The bulk modulus is the pressure needed per relative loss of volume. It differs enormously between crystals that are built alike: in cadmium telluride and in diamond, each atom has four neighbours at the corners of a tetrahedron. In the table below, the results for GaP and BP are hidden at first. Can they be worked out from the size of their cells and from the other crystals?

GPAW 26.7.0, RPBE with D4 dispersion correction and plane waves, for seven tetrahedral crystals and copper, without spin polarisation or spin-orbit coupling; Fermi-Dirac smearing 0.05 eV. The computed bulk modulus is taken at the energy minimum of an equation-of-state fit to energies at seven volumes, from 94 to 106% of that of the given cell.

```
formula  space group  volume of the given cell (Å³/atom)                   potentials or basis  wave cutoff (eV)    k-mesh  computed bulk modulus (GPa)  measured bulk modulus (GPa)                                                                              what was measured, and how                         source  computed over measured, less one (%)
   CdTe        F-43m                               32.92  GPAW PAW data sets (gpaw data 1.2.1)               600     6x6x6                         38.7                           42                                                       B0 of zincblende phase; high-pressure XRD; powder        arXiv:2306.14539 (2023)                                  -7.9
     Ge        Fd-3m                               22.64  GPAW PAW data sets (gpaw data 1.2.1)               600     8x8x8                         65.7                         75.8                                                       bulk modulus of bulk Ge; not stated; bulk crystal        arXiv:1908.00180 (2019)                                 -13.3
    GaP        F-43m                               20.24  GPAW PAW data sets (gpaw data 1.2.1)               600     8x8x8                            ?                            ?                                                                                                       ?                              ?                                     ?
     Cu        Fm-3m                               11.81  GPAW PAW data sets (gpaw data 1.2.1)               600  13x13x13                        165.2                          139  from linear fit of volume against pressure, 5 to 33 MPa; synchrotron powder XRD under pressure; powder            pmc:10161880 (2023)                                  18.8
    BAs        F-43m                               13.63  GPAW PAW data sets (gpaw data 1.2.1)               800     8x8x8                        146.4                          148                                                 literature experimental value; not stated; bulk crystal        arXiv:1911.11281 (2019)                                  -1.1
     BP        F-43m                               11.68  GPAW PAW data sets (gpaw data 1.2.1)               800  10x10x10                            ?                            ?                                                                                                       ?                              ?                                     ?
    SiC        F-43m                               10.35  GPAW PAW data sets (gpaw data 1.2.1)               800  10x10x10                        221.7                          225                                                 bulk modulus B; quoted earlier experiment; bulk crystal             pmc:9505936 (2022)                                  -1.5
      C        Fd-3m                                5.67  GPAW PAW data sets (gpaw data 1.2.1)               800  10x10x10                        448.9                          442                                                B0 from ultrasound; ultrasonic measurement; bulk crystal  arXiv:cond-mat/0702656 (2007)                                   1.6
```

**From CdTe to diamond: the span.** The first and last rows set the scale of the problem. The volume per atom falls about sixfold between them, while the computed bulk modulus rises nearly twelvefold. Stiffness therefore grows faster than the number of atoms, and so of bonds, packed into a given volume. Each bond must also become harder to compress as it gets shorter.

The reason lies in what a bulk modulus is: an energy divided by a volume. Electrons and atomic cores a distance $d$ apart attract with an energy of the order of $e^2/d$, where $e$ is the elementary charge. Squeezing the electrons raises their kinetic energy, and this resists the attraction. Where the two balance, they are comparable in size, so $e^2/d$ is a fair measure of both. The volume per atom grows as $d^3$, which gives

$$B \approx c\,\frac{e^2}{d^4}.$$

Here $B$ is the bulk modulus and $c$ a plain number of order one. All the tetrahedral crystals have the same bond network and on average four valence electrons per atom, which is the argument for giving them one common $c$. The formula is an estimate of scale, not a derivation from the electronic structure.

A crystal of point ions in the rock-salt structure shows the same law in a case that can be solved by hand. Let each ion pair have the energy $-\alpha e^2/d + C/d^{\,n}$, where $\alpha$ describes the summed attraction of the lattice and the second term the repulsion at short range. Requiring equilibrium fixes $C$, and the curvature of the energy then gives $B=(n-1)\,\alpha e^2/(18d^4)$. Attraction sets the scale, while the steepness $n$ of the repulsion enters only the number in front. The analogy ends there: diamond contains no ions, and its $c$ can't be taken from this formula.

**CdTe, Ge and the first forecast.** For CdTe and Ge, the computed modulus lies within three per cent of $e^2/d^4$ itself. The single constant $c$ was fitted to the five known tetrahedral crystals, giving equal weight to relative errors, and came out at 1.1. GaP took no part in that fit. Its bond length follows from the volume per atom $V$ by the geometry of the lattice:

$$d=\tfrac{\sqrt3}{2}V^{1/3}=\tfrac{\sqrt3}{2}(20.24\ \text{Å}^3)^{1/3}=2.36\ \text{Å},$$

$$B\approx 1.1\times\frac{14.4\ \text{eV Å}}{(2.36\ \text{Å})^4}\times 160\ \frac{\text{GPa}}{\text{eV/Å}^3}\approx 82\ \text{GPa}.$$

The forecast for GaP is thus about 82 GPa, with a range of 74 to 90, stiffer than Ge and softer than BAs. The range is the typical error when each known crystal in turn is left out of the fit and then predicted. With only five crystals it is a rough guide, not a hard limit.

**Cu: a different kind of solid.** Copper was kept out of the fit because it is a close-packed metal with twelve neighbours per atom and a different set of valence electrons. With its true neighbour distance, its computed modulus is about three times $e^2/d^4$. Yet if only its volume per atom is used, the tetrahedral curve gives 168 GPa, almost the computed 165. That agreement is a trap: a match in volume alone doesn't show that the same bonding is at work.

**BAs, SiC, diamond and the second forecast.** In these three crystals the modulus exceeds $e^2/d^4$ by 11 to 22 per cent. The excess is largest in SiC, whose bond length lies between those of the other two, so it doesn't simply follow size. In the ionic picture, such differences would come from the steepness of the repulsion. A steeper repulsion would also make the modulus rise faster under pressure. In the computed curves of energy against volume, however, that rise is fastest for Ge and CdTe, the two known tetrahedral crystals whose moduli are smallest compared with $e^2/d^4$. Steepness alone therefore doesn't explain the differences.

BP is BAs with the arsenic replaced by the smaller phosphorus atom. Its bonds are shorter, though not as short as those of SiC. The forecast is about 170 GPa, with a range of 155 to 187, stiffer than BAs and softer than SiC.

The withheld rows as computed:

```
formula  space group  volume of the given cell (Å³/atom)                   potentials or basis  wave cutoff (eV)    k-mesh  computed bulk modulus (GPa)  measured bulk modulus (GPa)                                                                                                              what was measured, and how                   source  computed over measured, less one (%)
    GaP        F-43m                               20.24  GPAW PAW data sets (gpaw data 1.2.1)               600     8x8x8                         90.1                         87.5  zero-pressure bulk modulus, 3rd-order Birch-Murnaghan fit with K' fixed at 4.5; single-crystal XRD in diamond anvil cell; bulk crystal  arXiv:1709.06667 (2017)                                   3.0
     BP        F-43m                               11.68  GPAW PAW data sets (gpaw data 1.2.1)               800  10x10x10                          179                          174                                                     B0, Murnaghan EOS fit with V0 fixed at 93.45 A^3; XRD in diamond anvil cell; powder  arXiv:1505.05714 (2015)                                   2.9
```

**What came out.** Both crystals take their predicted places in the order of stiffness. BP, at 179 GPa, lies well inside its range, with the forecast five per cent below the computed value. GaP, at 90.1 GPa, lies just beyond the upper end of its range, and the forecast is nine per cent too low. That is a narrow miss, but a miss.

The comparison of GaP with Ge shows what went wrong. The bond in GaP is only four per cent shorter, for which the law allows a gain in stiffness of about 16 per cent. The calculation gives 37 per cent, far more than any reasonable power of the bond length could supply. The measured values, however, differ by about 15 per cent, as the law would have it.

The irregularity therefore lies mainly in the computed pair, and above all in Ge, which comes out 13 per cent softer than measured. GaP comes out about three per cent stiffer than measured. A fit to computed values inherits such uneven errors. Ge is only one of five crystals in the average, though, so its softness lowers the forecast for GaP by only about three per cent. CdTe, also computed too soft, lowers it a little further, and GaP's own error adds about three per cent to the miss. Had the constant been fitted to the measured moduli instead, the law would have given about 86 GPa for GaP, close to the measured 87.5. Judged by these measured values, most of the miss thus comes from uneven errors of the calculation, and only a small part from a real difference in $c$.

**Why the computed errors are uneven.** Part of the answer is the volume at which the modulus is taken. The calculation reports it where its own energy is lowest, while the forecast used the given cell. For the five fitted crystals, the scatter about the law falls from about eight to six per cent when the computed equilibrium volumes are used instead. For BP, whose cell shrinks by almost five per cent in the calculation, the same change removes most of the miss. GaP nearly keeps the volume it was given, and its forecast stays about nine per cent too low.

Copper shows the effect most clearly. Its modulus is computed 19 per cent above the measured value, but its equilibrium volume is also almost four per cent smaller than the given cell. At the given cell, the slope of the computed pressure yields about 135 GPa, close to the measured 139. The apparent excess stiffness is that of a crystal which the calculation has already squeezed.

The squeeze comes from the dispersion correction, the added attraction between atoms. At copper's given cell it pulls inward with about 14 GPa. Without it, a pressure of about 8 GPa would push outward, because the density functional alone binds too weakly. The computed volume is the outcome of two opposing terms, and nothing guarantees that they balance equally well in every crystal. The close agreement of BAs and BP with the measured values also rests on contracted cells: at the given cells, the slopes of the computed pressure put both moduli more than ten per cent too low. SiC and diamond lose less. CdTe, whose cell expands in the calculation, goes the other way: at its given cell it is no longer too soft but more than ten per cent too stiff. Returning to the given cells thus helps copper, but it doesn't even out the errors.

Germanium shows that volume isn't the whole story. At its given cell the modulus rises to about 71 GPa, which removes roughly half of the gap to the measured 75.8. The computed band gap also closes when the crystal is slightly expanded, whereas real germanium remains a semiconductor. How much this softens the lattice wasn't isolated, and the table doesn't state how the measured value was obtained.

**Using the rule.** For a neighbouring crystal with the same tetrahedral network and the same average of four valence electrons, a bond one per cent shorter should mean a modulus about four per cent higher. This is expected to hold best between crystals of similar polarity. Where more charge passes from one atom to its neighbour, as in compounds of groups 12 and 16 or 11 and 17, the crystal is usually softer than its bond length suggests. CdTe is the only such compound here. Across the seven tetrahedral crystals in the table, the law with its one constant stays within about ten per cent of the computed values. It can therefore rank SiC above BAs with some confidence, but not two crystals whose predicted moduli differ by only a few per cent. Letting the exponent vary brought the forecast for BP slightly closer but made the one for GaP worse, and the typical leave-one-out error grew, as the output below shows.

The analysis program printed:

```
fit of log(ratio) on 5 rows (tet): constant 0.09418 +/- 0.038; rms 0.0754, worst SiC -0.104, leave-one-out rms 0.0943
  rows outside the fit (model, value, miss): GaP 0.09418, 0.192, -0.0979; Cu 0.09418, 1.117, -1.02; BP 0.09418, 0.1455, -0.0513
fit of log(y) on 5 rows (tet): constant 8.636 +/- 0.14, coefficient of log(vol) -1.417 +/- 0.052; rms 0.0554, worst SiC -0.077, leave-one-out rms 0.113
  rows outside the fit (model, value, miss): GaP 4.374, 4.501, -0.127; Cu 5.137, 5.107, 0.0302; BP 5.153, 5.187, -0.0344
Coulomb scale and forecast:
   row  d [A]  e2/d4 [GPa]  computed over e2/d4  measured over e2/d4  model [GPa]  computed [GPa]  model over computed less one [%]
  CdTe  2.776        38.87               0.9955                 1.08        42.71            38.7                             10.37
    Ge   2.45        64.04                1.026                1.184        70.36            65.7                             7.096
   GaP   2.36        74.36                1.212                1.177         81.7            90.1                            -9.322
    Cu  2.556        54.04                3.057                2.572        59.38           165.2                            -64.06
   BAs  2.069          126                1.162                1.175        138.4           146.4                            -5.455
    BP  1.965        154.8                1.157                1.124        170.1             179                            -4.998
   SiC  1.887        181.8                1.219                1.237        199.8           221.7                             -9.88
     C  1.544        405.7                1.107                 1.09        445.7           448.9                            -0.708
lower end of forecast for GaP and BP [GPa]: 74.35, 154.8
upper end of forecast for GaP and BP [GPa]: 89.78, 186.9
forecast with free exponent for GaP and BP [GPa]: 79.35, 173
stiffest over softest known tetrahedral crystal: 11.6
largest over smallest ratio to e2/d4 in the same crystals: 1.225
scatter about the 4/3 law with listed volumes [%]: 8.434
scatter about the 4/3 law with equilibrium volumes [%]: 5.757
Cu if read off the tetrahedral curve by volume alone [GPa]: 167.6
Cu equilibrium volume against the given cell [%]: -3.803
Cu bulk modulus at the given cell [GPa]: 134.5
Ge bulk modulus at the given cell [GPa]: 70.51
Cu pressure from D4 at the given cell [GPa]: -14.32
Cu pressure left without D4 at the given cell [GPa]: 8.315
```
